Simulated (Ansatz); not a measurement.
# Ta: relaxation of cell and atoms with r2SCAN

Ta:

```
Ta
1.0
     2.90037    0.00000    0.00000
    -1.45019    2.51180    0.00000
     0.00000    0.00000    5.16627
Ta
2
Direct
  0.33333 0.66667 0.25000
  0.66667 0.33333 0.75000
```

This isn't the form of Ta at room conditions, which is bcc.

```
Program               : Ansatz 0.2.0
Task                  : relaxation of cell and atoms
Functional            : r2SCAN
Potentials or basis   : Ansatz PAW
Cutoff                : 500 eV (not typed: the program's choice for these potentials)
k mesh                : 11 × 11 × 5
Occupations           : fermi-dirac, width 0.05 eV
Spin                  : no spin polarisation
Target pressure       : 2 GPa
Target pressure (GPa) : 2
```

The relaxed volume is 18.29 Å³/atom, the relaxed cell is a = 2.869 Å, b = 2.869 Å, c = 5.131 Å, α = 90.00°, β = 90.00°, γ = 120.00° and the space group after relaxing (to 0.05 Å) is P6_3/mmc (No. 194). The energy change on relaxing (the enthalpy is what falls) is -3.1 meV/atom, the ionic steps are 5 and the pressure after relaxing is 2.0 GPa. The band gap on the k mesh is none (metal or under the smearing width).

The path:
```
step  energy change (eV)  largest force (eV/Å)  volume (Å³)
   1              0.0000                0.0000        37.64
   2             -0.0077                0.0000        36.71
   3             -0.0066                0.0000        36.58
   4             -0.0065                0.0000        36.58
   5             -0.0062                0.0000        36.58
```

Final structure:
```cif
data_structure
_symmetry_space_group_name_H-M 'P 1'
_symmetry_Int_Tables_number 1
_cell_length_a 2.8691
_cell_length_b 2.8691
_cell_length_c 5.1306
_cell_angle_alpha 90.000
_cell_angle_beta 90.000
_cell_angle_gamma 120.000
_cell_volume 36.58
loop_
_atom_site_label
_atom_site_type_symbol
_atom_site_fract_x
_atom_site_fract_y
_atom_site_fract_z
_atom_site_occupancy
Ta1 Ta 0.33333 0.66667 0.25000 1
Ta2 Ta 0.66667 0.33333 0.75000 1
```

Levels at points of the mesh, in eV from the Fermi level:
| k point | band 9 | band 10 | band 11 | band 12 | band 13 | band 14 | band 15 | band 16 | band 17 |
| --- | --- | --- | --- | --- | --- | --- | --- | --- | --- |
| (0.00, 0.00, 0.00) | -8.73 | -5.28 | -0.70 | -0.36 | 0.67 | 0.67 | 1.26 | 1.26 | 3.34 |

Run time: 3.8 s on 2 threads of AMD EPYC 9R45 96-Core Processor (Zen 5), on a shared host, peak memory 0.49 GiB.

Caveat: the plane-wave basis is chosen anew once the cell has moved, so the energies of steps on either side of that aren't comparable; the PAW data sets come from PBE, with cores solved anew for the run's functional, which leaves a small shift of forces and pressure. Spin-orbit coupling is left out, which matters for the levels of Ta.
